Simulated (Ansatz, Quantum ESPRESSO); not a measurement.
# BeS (F-43m): phonons by linear response, part 2 of 2

Wanted: phonon bands, density of states and zone-centre response of BeS (F-43m).

Quantum ESPRESSO 7.5; DFT PBE, scalar-relativistic, plane waves, GBRV ultrasoft pseudopotentials.

So far. Step 9 (Zone-centre analysis): The rule also moves an optical mode by 1.1 cm⁻¹. Step 12 (The LO-TO splitting (1 0 0)): The field moves one mode, from 559 to 658 cm⁻¹; the others stay. The relaxed cell has a = 4.877 Å (conventional setting).

The database entry behind the starting cell differs from later determinations by our own check (0.1 to 0.3 % short, probably kX units), so it need not match the best structure at ambient conditions.

## (14) A changed mass

Force constants don't depend on the masses, so an isotope effect costs no new response.

The input, matdyn.in:

```
&input
   asr = 'simple'
   flfrc = 'x.fc'
   flfrq = 'x.freq'
   flvec = 'x.modes'
   q_in_band_form = .true.
   q_in_cryst_coord = .true.
   amass(1) = 18.024
   amass(2) = 32.06
/
8
  0.0000000   0.0000000   0.0000000   8  ! GAMMA
  0.0000000   0.5000000   0.5000000   8  ! X
  0.0000000   0.6250000   0.3750000   1  ! U
 -0.3750000   0.3750000  -0.0000000   8  ! K
  0.0000000   0.0000000   0.0000000   8  ! GAMMA
  0.0000000   0.5000000  -0.0000000   8  ! L
 -0.2500000   0.5000000   0.2500000   8  ! W
  0.0000000   0.5000000   0.5000000   1  ! X
```

Run with:

```sh
> matdyn.x -in matdyn.in > matdyn.out
```

Elapsed: 0.48 s, on 1 thread of Arm Neoverse V2, shared host.

Matdyn.x, sum rule simple. The phonon branches at the labelled points (cm⁻¹):

```tsv
point	branch 1	branch 2	branch 3	branch 4	branch 5	branch 6
Γ	0	0	0	436	436	514
halfway	156	156	237	412	412	498
X	210	210	368	394	394	460
halfway	208	229	355	395	401	450
U	202	262	335	398	399	436
jump to K	202	262	335	398	399	436
halfway	133	183	245	420	423	472
Γ	0	0	0	436	436	514
halfway	113	113	233	425	425	487
L	150	150	367	419	419	428
halfway	188	226	341	401	412	431
W	244	253	328	402	404	416
halfway	225	230	347	394	408	438
X	210	210	368	394	394	460
```

The top of the path falls from 658 to 514 cm⁻¹, a ratio of 0.78; a mode of that atom alone would give 0.71.

## (15) A second program

The same cell goes through another code, with its own cutoff. The potentials differ. Its k mesh is centred on Γ.

This step: DFT PBE, scalar-relativistic, plane waves, PseudoDojo norm-conserving pseudopotentials (Ansatz 0.2.0).

The input, input.yaml:

```yaml
crystal:
  lattice:
    - [-2.4385468879, 0.0, 2.4385468879]
    - [0.0, 2.4385468879, 2.4385468879]
    - [-2.4385468879, 2.4385468879, 0.0]
  atoms:
    - { symbol: Be, position: [0.0, 0.0, 0.0] }
    - { symbol: S, position: [0.25, 0.25, 0.25] }
kpoints:
  mp_grid: { grid: [8, 8, 8] }
hamiltonian:
  xc: pbe
  pseudopotentials: { kind: nc, accuracy: standard }
scf:
  occupations: { method: fixed }
output:
  eigenvalues: true
phonons:
  method: dfpt
  dielectric: true
  rigid_motions: translations
  qmesh: [4, 4, 4]
  temperatures: { t_max: 1000, t_step: 50 }
  qpath:
    path:
      - [[0.0, 0.0, 0.0], [0.0, 0.5, 0.5], [0.0, 0.625, 0.375]]
      - [[-0.375, 0.375, 0.0], [0.0, 0.0, 0.0], [0.0, 0.5, 0.0], [-0.25, 0.5, 0.25], [0.0, 0.5, 0.5]]
    npoints: 12
```

Run with:

```sh
> ansatz run input.yaml --threads 4 --pin off --max-ram 8192MiB --backend cpu --events-out ev --progress --plain --runs-dir out
```

Elapsed: 96 s, on 4 threads; peak memory 1.4 GiB.

Numbers from this step:

| Property | Result |
| --- | --- |
| gap on the k-mesh | 3.150 eV |
| sum-rule residual before enforcement | 5.61e-5 eV/Å² |
| miss of the charge sum rule | 0.001407 e |
| estimated error of the dielectric tensor | 0.01430 |
| estimated error of the Born charges | 0.007437 e |
| mean frequency | 399.3 cm⁻¹ |
| Debye temperature (second moment) | 804 K |
| logarithmic mean frequency | 358.3 cm⁻¹ |
| highest optical zone-centre mode (no LO-TO term) | 560.1 cm⁻¹ |
| lowest optical zone-centre mode | 560.1 cm⁻¹ |
| mean high-frequency dielectric constant | 5.245 |
| largest Born charge in size (third of the trace) | 1.617 e |
| mean static dielectric constant | 7.256 |
| highest mode moved by the LO-TO term | 658.8 cm⁻¹ |

Transverse modes. Infrared lines, with heights relative to the strongest:

```tsv
position (cm⁻¹)	label	IR intensity ((D/Å)²/amu), degenerate modes summed, relative
560	T2	100
```

## (16) The two compared: QE GBRV and Ansatz, PseudoDojo

Worked out from the results:

| Property | Result |
| --- | --- |
| root-mean-square difference | 1.91 cm⁻¹ |
| largest difference | 2.85 cm⁻¹ |
| root-mean-square difference on the path | 1 cm⁻¹ |
| largest difference on the path | 1.7 cm⁻¹ |

The 12 of 48 modes that differ most. Frequencies side by side:

```tsv
q (reciprocal lattice)	mode	QE GBRV (cm⁻¹)	Ansatz, PseudoDojo (cm⁻¹)
0 0 0	1	-18.62	0
0 0 0	2	-18.62	0
0 0 0	3	-18.62	0
0 0.25 0.25	4	524.4	527
0 0.25 -0.5	4	514.5	517.3
0 0.25 -0.5	5	520.8	523.6
0 0.25 -0.25	4	527.4	530.1
0 0.25 -0.25	5	533.1	535.8
0 -0.5 -0.5	4	499.6	502.5
0 -0.5 -0.5	5	499.6	502.5
0.25 -0.5 -0.25	4	507.7	510.4
0.25 -0.5 -0.25	5	530.8	533.6
```

The two runs side by side. Further quantities:

```tsv
quantity	QE GBRV	Ansatz, PseudoDojo
mean ε∞	5.27	5.245
largest Born charge in size (e; the first before, the second after the charge sum rule)	1.628	1.617
```

The interpolated bands of the two lie on top of each other.

At the solved wavevectors the largest difference (acoustic modes at Γ apart) is 0.4 % of the highest mode.

## (17) Results

```
space group after relaxation                                       : F-43m
volume per atom                                                    : 14.5 Å³
gap on the k-mesh                                                  : 3.15 eV
highest optical zone-centre mode (no LO-TO term)                   : 558.8 cm⁻¹
highest mode moved by the LO-TO term                               : 658.3 cm⁻¹
mean high-frequency dielectric constant                            : 5.27
largest Born charge in size (third of the trace)                   : 1.63 e
mean static dielectric constant                                    : 7.31
q mesh                                                             : 4×4×4
lowest mode on the q mesh (acoustic ones at the zone centre apart) : 123.6 cm⁻¹
zero-point energy per atom                                         : 74.1 meV
heat capacity at 300 K                                             : 18.2 J/(mol atoms K)
vibrational entropy at 300 K                                       : 15.3 J/(mol atoms K)
imaginary modes on the q mesh                                      : none
largest difference from Ansatz, PseudoDojo                         : 2.85 cm⁻¹
```

What this shows: BeS (F-43m) is dynamically stable on the 4×4×4 mesh; its spectrum reaches 658 cm⁻¹. At the PBE level the optical modes of BeS (F-43m) at the zone centre (no LO-TO term) lie at 559 cm⁻¹. Along the directions run, the highest mode that the macroscopic field moves lies at 658 cm⁻¹. Lattice motion raises the mean dielectric constant from 5.270 to 7.313. The Born charge of S is -1.625 e against a formal charge of -2, somewhat under it. The Lyddane-Sachs-Teller relation holds: (ωLO/ωTO)² is 1.39 and ε₀/ε∞ is 1.39. QE GBRV and Ansatz, PseudoDojo differ by 1.9 cm⁻¹ in the root mean square and by 2.9 cm⁻¹ at most, 0.4 % of the highest mode compared (acoustic modes at Γ left out; ph.x's values are those before the sum rule); the two use different potentials, and the cell was not relaxed for the second set. These are harmonic frequencies at zero temperature: anharmonic shifts and linewidths and thermal expansion are left out.

[Host names and launcher messages were left out of these logs when they were recorded.]

[Logs are printed without paths, hosts, clocks, repeated set-up lines and the standing remarks that a program may print on its own settings, such as how far it seeks lower states.]

[Hosts, paths, dates, database ids (printed as entryN), source tags and the programs' standing remarks are cut or masked in the printed files.]
